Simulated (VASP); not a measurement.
# TiC (Fm-3m) in VASP: density of states with PBEsol

Aim: the density of states of TiC with PBEsol.

Everything below comes from runs of VASP 6.6.1. Logs are shortened: lines on timing, memory, paths and dates and some standing lists are left out, and cuts for length are marked.

### 1 The structure

Symmetry: Fm-3m, No. 225, cubic system. The conventional cell has a = 4.295 Å, b = 4.295 Å, c = 4.295 Å, α = 90.00°, β = 90.00°, γ = 90.00°. Ti (site symmetry m-3m) has 6 C at 2.15 Å as nearest neighbours. Around C (site symmetry m-3m) lie 6 Ti at 2.15 Å.

### 2 Density of states, PBEsol

POSCAR reads:

```
TiC                                     
1.0
   -0.0000000000      2.1473409853      2.1473409853
    2.1473409853      0.0000000000      2.1473409853
    2.1473409853      2.1473409853      0.0000000000
  Ti              C             
     1     1
Direct
     0.0000000000000000    0.0000000000000000    0.0000000000000000
     0.5000000000000000    0.5000000000000000    0.5000000000000000
```

INCAR.step1 reads:

```
SYSTEM = TiC
ALGO     = Normal         ! electronic algorithm
EDIFF    = 1E-7           ! SCF threshold, eV
ENCUT    = 520            ! plane-wave cutoff, eV
GGA      = PS             ! functional
ISIF     = 2              ! what is computed and relaxed
ISMEAR   = 0              ! smearing method
LASPH    = .TRUE.         ! aspherical terms in the spheres
LCHARG   = .TRUE.         ! write CHGCAR
LMAXMIX  = 4              ! l up to which the mixer works
LREAL    = .FALSE.        ! projectors in reciprocal space
LWAVE    = .FALSE.        ! write WAVECAR
NBANDS   = 15             ! bands
NELM     = 80             ! most SCF steps
PREC     = Accurate       ! precision mode
SIGMA    = 0.1            ! smearing width, eV
```

KPOINTS.step1 reads:

```
k-points
0
G
  16 16 16
  0 0 0
```

INCAR.step2 reads:

```
SYSTEM = TiC
ALGO     = Normal         ! electronic algorithm
EDIFF    = 1E-7           ! SCF threshold, eV
ENCUT    = 520            ! plane-wave cutoff, eV
GGA      = PS             ! functional
ICHARG   = 11             ! starting density
ISIF     = 2              ! what is computed and relaxed
ISMEAR   = -5             ! smearing method
LASPH    = .TRUE.         ! aspherical terms in the spheres
LCHARG   = .FALSE.        ! write CHGCAR
LMAXMIX  = 4              ! l up to which the mixer works
LORBIT   = 10             ! projections on sites
LREAL    = .FALSE.        ! projectors in reciprocal space
LWAVE    = .FALSE.        ! write WAVECAR
NBANDS   = 15             ! bands
NEDOS    = 1001           ! points of the DOS
NELM     = 80             ! most SCF steps
PREC     = Accurate       ! precision mode
SIGMA    = 0.1            ! smearing width, eV
```

KPOINTS.step2 reads:

```
k-points
0
G
  24 24 24
  0 0 0
```

Potentials or basis: VASP PAW PBE potentials, release 64 (Ti_sv, C).

On the command line:

```sh
$ cat potpaw_PBE.64/Ti_sv/POTCAR potpaw_PBE.64/C/POTCAR > POTCAR
$ cp INCAR.step1 INCAR
$ cp KPOINTS.step1 KPOINTS
$ mpirun -np 1 vasp_std > vasp.out
$ cp INCAR.step2 INCAR
$ cp KPOINTS.step2 KPOINTS
$ mpirun -np 1 vasp_std > vasp.out
```

OUTCAR:

```text
SYSTEM = TiC
   EDIFF = 1E-7
   ENCUT = 520
   GGA = PS
   ICHARG = 11
   ISIF = 2
   ISMEAR = -5
   LASPH = .TRUE.
   LORBIT = 10
   LREAL = .FALSE.
   NELM = 80
   PREC = Accurate

 ion  position               nearest neighbor table
   1  0.000  0.000  0.000-   2 2.15   2 2.15   2 2.15   2 2.15   2 2.15   2 2.15
   2  0.500  0.500  0.500-   1 2.15   1 2.15   1 2.15   1 2.15   1 2.15   1 2.15

  LATTYP: Found a face centered cubic cell.
 ALAT       =     4.2946819706

  Lattice vectors:

 A1 = (   0.0000000000,   2.1473409853,   2.1473409853)
 A2 = (   2.1473409853,   0.0000000000,   2.1473409853)
 A3 = (   2.1473409853,   2.1473409853,   0.0000000000)

Analysis of symmetry for initial positions (statically):
=====================================================================
 Subroutine PRICEL returns:
 Original cell was already a primitive cell.

 Routine SETGRP: Setting up the symmetry group for a
 face centered cubic supercell.

 Subroutine GETGRP returns: Found 48 space group operations
 (whereof 48 operations were pure point group operations)
 out of a pool of 48 trial point group operations.

The static configuration has the point symmetry O_h .

Analysis of symmetry for dynamics (positions and initial velocities):
=====================================================================
 Subroutine PRICEL returns:
 Original cell was already a primitive cell.

 Routine SETGRP: Setting up the symmetry group for a
 face centered cubic supercell.

 Subroutine GETGRP returns: Found 48 space group operations
 (whereof 48 operations were pure point group operations)
 out of a pool of 48 trial point group operations.

The dynamic configuration has the point symmetry O_h .

 Subroutine INISYM returns: Found 48 space group operations
 (whereof 48 operations are pure point group operations),
 and found     1 'primitive' translations

----------------------------------------------------------------------------------------

                                     Primitive cell

  volume of cell :      19.8031

  direct lattice vectors                    reciprocal lattice vectors
     0.000000000  2.147340985  2.147340985    -0.232846112  0.232846112  0.232846112
     2.147340985  0.000000000  2.147340985     0.232846112 -0.232846112  0.232846112
     2.147340985  2.147340985  0.000000000     0.232846112  0.232846112 -0.232846112

  length of vectors
     3.036798744  3.036798744  3.036798744     0.403301297  0.403301297  0.403301297

  position of ions in fractional coordinates (direct lattice)
     0.000000000  0.000000000  0.000000000
     0.500000000  0.500000000  0.500000000

  ion indices of the primitive-cell ions
   primitive index   ion index
                 1           1
                 2           2

----------------------------------------------------------------------------------------

 KPOINTS: k-points

Automatic generation of k-mesh.
 Grid dimensions read from file:
 generate k-points for:   24   24   24

 Generating k-lattice:

  Cartesian coordinates                     Fractional coordinates (reciprocal lattice)
    -0.009701921  0.009701921  0.009701921     0.041666667  0.000000000  0.000000000
     0.009701921 -0.009701921  0.009701921     0.000000000  0.041666667  0.000000000
     0.009701921  0.009701921 -0.009701921     0.000000000  0.000000000  0.041666667

  Length of vectors
     0.016804221  0.016804221  0.016804221

  Shift w.r.t. Gamma in fractional coordinates (k-lattice)
     0.000000000  0.000000000  0.000000000

 TETIRR: Found   1864 inequivalent tetrahedra from    82944

 Subroutine IBZKPT returns following result:
 ===========================================

 Found    413 irreducible k-points:

 Following reciprocal coordinates:
            Coordinates               Weight
  0.000000  0.000000  0.000000      1.000000
  0.041667  0.000000  0.000000      8.000000
  0.083333  0.000000  0.000000      8.000000
  0.125000  0.000000  0.000000      8.000000
  0.166667  0.000000  0.000000      8.000000
  0.208333  0.000000  0.000000      8.000000
[... 16 lines left out ...]
  0.416667  0.041667  0.000000     24.000000
  0.458333  0.041667  0.000000     24.000000
 [... further k-points ...]
   k-points           NKPTS =    413   k-points in BZ     NKDIM =    413   number of bands    NBANDS=     15
   number of dos      NEDOS =   1001   number of ions     NIONS =      2
   total plane-waves  NPLWV =  13824
   dimension x,y,z NGX =    24 NGY =   24 NGZ =   24
   dimension x,y,z NGXF=    48 NGYF=   48 NGZF=   48
   ions per type =               1   1
   NGX,Y,Z   is equivalent  to a cutoff of  13.14, 13.14, 13.14 a.u.
   NGXF,Y,Z  is equivalent  to a cutoff of  26.28, 26.28, 26.28 a.u.
 SYSTEM =  TiC
   PREC   = accura    normal or accurate (medium, high low for compatibility)
   ISTART =      0    job   : 0-new  1-cont  2-samecut
   ICHARG =     11    charge: 1-file 2-atom 10-const
   ISPIN  =      1    spin polarized calculation?
   LNONCOLLINEAR =      F non collinear calculations
   LSORBIT =      F    spin-orbit coupling
   LASPH  =      T    aspherical Exc in radial PAW
   ENCUT  =  520.0 eV  38.22 Ry    6.18 a.u.   5.65  5.65  5.65*2*pi/ulx,y,z
   NELM   =     80;   NELMIN=  2; NELMDL=  0     # of ELM steps
   EDIFF  = 0.1E-06   stopping-criterion for ELM
   LREAL  =      F    real-space projection
   EDIFFG = 0.1E-05   stopping-criterion for IOM
   NSW    =      0    number of steps for IOM
   IBRION =     -1    ionic relax: 0-MD 1-quasi-New 2-CG
   NFREE  =      0    steps in history (QN), initial steepest desc. (CG)
   ISIF   =      2    stress and relaxation
   ISYM   =      2    0-nonsym 1-usesym 2-fastsym
   POTIM  = 0.5000    time-step for ionic-motion
   TEBEG  =    0.0;   TEEND  =   0.0 temperature during run
   PSTRESS=    0.0 pullay stress
   NELECT =      16.0000    total number of electrons
   NUPDOWN=      -1.0000    fix difference up-down
   EMIN   =  10.00;   EMAX   =-10.00  energy-range for DOS
   EFERMI =   0.00;   METHOD = LEGACY
   ISMEAR =    -5;   SIGMA  =   0.10  broadening in eV -4-tet -1-fermi 0-gaus
   EFERMI_NEDOS =   21; number of points for ismear=-14 and -15
   IALGO  =     38    algorithm
   IMIX   =      4    mixing-type and parameters
     AMIX     =   0.40;   BMIX     =  1.00
     AMIX_MAG =   1.60;   BMIX_MAG =  1.00
  volume/ion in A,a.u.               =       9.90        66.82
  Fermi-wavevector in a.u.,A,eV,Ry     =   1.524768  2.881394 31.632429  2.324918
  Thomas-Fermi vector in A             =   2.633030
   LORBIT       =     10    0 simple, 1 ext, 2 COOP (PROOUT), +10 PAW based schemes
   GGA     = PS    functional components
   LHFCALC =     F    Hartree Fock is set to
   AEXX    =    0.0000 exact exchange contribution
   IVDW    =     0    specifies the selected vdW correction
   LEPSILON=     F    determine dielectric tensor
   LRPA    =     F    only Hartree local field effects (RPA)
 non-spin polarized calculation
 Fermi weights with tetrahedron method with Bloechl corrections
  energy-cutoff  :      520.00
  volume of cell :       19.80
 maximum number of plane-waves:       547

 number of electron      16.0000003 magnetization

 Free energy of the ion-electron system (eV)
  ---------------------------------------------------
  ext. energy  EPLUGINS =         0.00000000
  ---------------------------------------------------
  free energy    TOTEN  =       -19.80224168 eV

  energy without entropy =      -19.80224168  energy(sigma->0) =      -19.80224168

 E-fermi :   9.6164     XC(G=0): -12.9932

 val. band max:        9.6434997529   @ k =   0.1250   0.0833   0.0417
 cond. band min:       9.5489517041   @ k =   0.1667   0.1667   0.0000
 fundamental gap:     -0.0945480488
 Fermi energy:         9.6163929284

 k-point     1 :       0.0000    0.0000    0.0000
  band No.  band energies     occupation
      1     -46.6509      2.00000
      2     -22.7635      2.00000
      3     -22.7635      2.00000
      4     -22.7635      2.00000
      5      -2.8824      2.00000
      6      10.2767      0.00000
      7      10.2767      0.00000
      8      10.2767      0.00000
      9      11.3410      0.00000
     10      11.3410      0.00000
     11      11.3410      0.00000
     12      11.3852      0.00000
     13      11.3852      0.00000
     14      20.4610      0.00000
     15      23.6327      0.00000

 k-point     2 :       0.0417    0.0000    0.0000
  band No.  band energies     occupation
      1     -46.6495      2.00000
      2     -22.7734      2.00000
      3     -22.7644      2.00000
      4     -22.7644      2.00000
      5      -2.8414      2.00000
      6      10.0567     -0.04363
      7      10.2202      0.00000
      8      10.2202      0.00000
      9      10.7978      0.00000
     10      10.7978      0.00000
     11      11.4681      0.00000
     12      12.0453      0.00000
     13      12.0453      0.00000
     14      20.5329      0.00000
     15      23.6599      0.00000

 k-point     3 :       0.0833    0.0000    0.0000
  band No.  band energies     occupation
      1     -46.6453      2.00000
      2     -22.8024      2.00000
      3     -22.7671      2.00000
      4     -22.7671      2.00000
      5      -2.7193      2.00000
      6       9.5614      1.42157
      7       9.8525      0.13406
      8       9.8525     -0.00824
      9      10.6247      0.00000
     10      10.6247      0.00000
     11      11.6989      0.00000
     12      12.7649      0.00000
     13      12.7649      0.00000
     14      20.7306      0.00000
     15      23.7194      0.00000
[... 343 lines left out ...]
 k-point    23 :       0.4167    0.0417    0.0000
  band No.  band energies     occupation
      1     -46.5737      2.00000
      2     -23.2700      2.00000
      3     -22.8180      2.00000
      4     -22.8140      2.00000
      5       0.1431      2.00000
      6       4.3856      2.00000
      7       6.7652      2.00000
      8       6.8848      2.00000
      9      12.2384      0.00000
     10      12.4811      0.00000
     11      13.4990      0.00000
     12      17.3485      0.00000
     13      17.7173      0.00000
     14      18.8317      0.00000
     15      25.1719      0.00000

 k-point    24 :       0.4583    0.0417    0.0000
  band No.  band energies     occupation
      1     -46.5686      2.00000
      2     -23.3019      2.00000
      3     -22.8194      2.00000
      4     -22.8190      2.00000
      5       0.5206      2.00000
      6       3.9233      2.00000
      7       6.6580      2.00000
      8       6.7368      2.00000
      9      12.4458      0.00000
     10      12.6024      0.00000
     11      13.7145      0.00000
     12      17.7183      0.00000
     13      17.8039      0.00000
     14      18.4718      0.00000
     15      24.8039      0.00000

 [... further k-points ...]
[... 5 lines left out ...]
  --------------------------------------------------------------------------------------
  -------------------------------------------------------------------------------------
  Total       -0.0058160     -0.0058160     -0.0058160     -0.0000000     -0.0000000      0.0000000
  in kB       -0.4705462     -0.4705462     -0.4705462     -0.0000000     -0.0000000      0.0000000
  external PRESSURE =      -0.4705462 kB  Pullay stress =       0.0000000 kB

 VOLUME and BASIS-vectors are now :
 -----------------------------------------------------------------------------
  energy-cutoff  :      520.00
  volume of cell :       19.80
      direct lattice vectors                 reciprocal lattice vectors
     0.000000000  2.147340985  2.147340985    -0.232846112  0.232846112  0.232846112
     2.147340985  0.000000000  2.147340985     0.232846112 -0.232846112  0.232846112
     2.147340985  2.147340985  0.000000000     0.232846112  0.232846112 -0.232846112

 POSITION                                       TOTAL-FORCE (eV/Angst)
 -----------------------------------------------------------------------------------
      0.00000      0.00000      0.00000        -0.000000     -0.000000      0.000000
      2.14734      2.14734      2.14734         0.000000      0.000000     -0.000000
 -----------------------------------------------------------------------------------
    total drift:                                0.000000     -0.000000     -0.000000

  FREE ENERGIE OF THE ION-ELECTRON SYSTEM (eV)
  ---------------------------------------------------
  free  energy   TOTEN  =       -19.8022416754 eV

  energy  without entropy=      -19.8022416754  energy(sigma->0) =      -19.80224168

 total charge

# of ion       s       p       d       tot
------------------------------------------
    1        2.206   6.263   1.995  10.464
    2        0.893   1.505   0.000   2.399
--------------------------------------------------
tot          3.099   7.769   1.995  12.862
```

It took 62 s on 1 thread of Intel Xeon Platinum 8375C at 2.90GHz (Ice Lake), shared host; peak memory 0.24 GiB.

What came out:

- Valence electrons inside the program's atomic spheres: Ti 10.46; C 2.40

Levels at points of the mesh, in eV from the Fermi level:
| k point | band 5 | band 6 | band 7 | band 8 | band 9 | band 10 | band 11 | band 12 |
| --- | --- | --- | --- | --- | --- | --- | --- | --- |
| (0.00, 0.00, 0.00) | -12.50 | 0.66 | 0.66 | 0.66 | 1.72 | 1.72 | 1.72 | 1.77 |
| (0.50, 0.00, 0.00) | -8.85 | -6.00 | -2.99 | -2.99 | 3.01 | 3.01 | 4.24 | 8.29 |
| (0.50, 0.50, 0.00) | -10.17 | -3.47 | -1.76 | -0.01 | -0.01 | 2.82 | 3.64 | 3.64 |

States per cell in windows of 1 eV (zero at the Fermi level; states under -8 eV left out):
| from (eV) | total | Ti1_d | C2_p | Ti1_p | Ti1_s | C2_s | C2_d |
| --- | --- | --- | --- | --- | --- | --- | --- |
| -8.0 | 0.00 | 0.00 | 0.00 | 0.00 | 0.00 | 0.00 | 0.00 |
| -7.0 | 0.00 | 0.00 | 0.00 | 0.00 | 0.00 | 0.00 | 0.00 |
| -6.0 | 0.23 | 0.04 | 0.05 | 0.00 | 0.03 | 0.00 | 0.00 |
| -5.0 | 0.94 | 0.19 | 0.22 | 0.04 | 0.07 | 0.02 | 0.00 |
| -4.0 | 1.17 | 0.25 | 0.29 | 0.11 | 0.02 | 0.01 | 0.00 |
| -3.0 | 2.41 | 0.90 | 0.61 | 0.08 | 0.01 | 0.01 | 0.00 |
| -2.0 | 0.91 | 0.35 | 0.23 | 0.03 | 0.00 | 0.00 | 0.00 |
| -1.0 | 0.41 | 0.14 | 0.11 | 0.02 | 0.00 | 0.00 | 0.00 |
| 0.0 | 0.48 | 0.25 | 0.08 | 0.01 | 0.00 | 0.00 | 0.00 |
| 1.0 | 0.83 | 0.57 | 0.07 | 0.01 | 0.00 | 0.00 | 0.00 |
| 2.0 | 1.87 | 1.51 | 0.11 | 0.01 | 0.01 | 0.01 | 0.00 |
| 3.0 | 2.69 | 2.13 | 0.23 | 0.02 | 0.03 | 0.01 | 0.00 |
| 4.0 | 1.25 | 0.84 | 0.19 | 0.02 | 0.03 | 0.01 | 0.00 |
| 5.0 | 0.89 | 0.57 | 0.12 | 0.02 | 0.03 | 0.04 | 0.00 |
| 6.0 | 1.18 | 0.76 | 0.16 | 0.03 | 0.02 | 0.07 | 0.00 |
| 7.0 | 0.93 | 0.54 | 0.20 | 0.02 | 0.00 | 0.03 | 0.00 |

Caveat: the PAW data sets were made with another functional, which shifts forces and pressure a little; tetrahedron occupations give inexact forces and stress in metals.
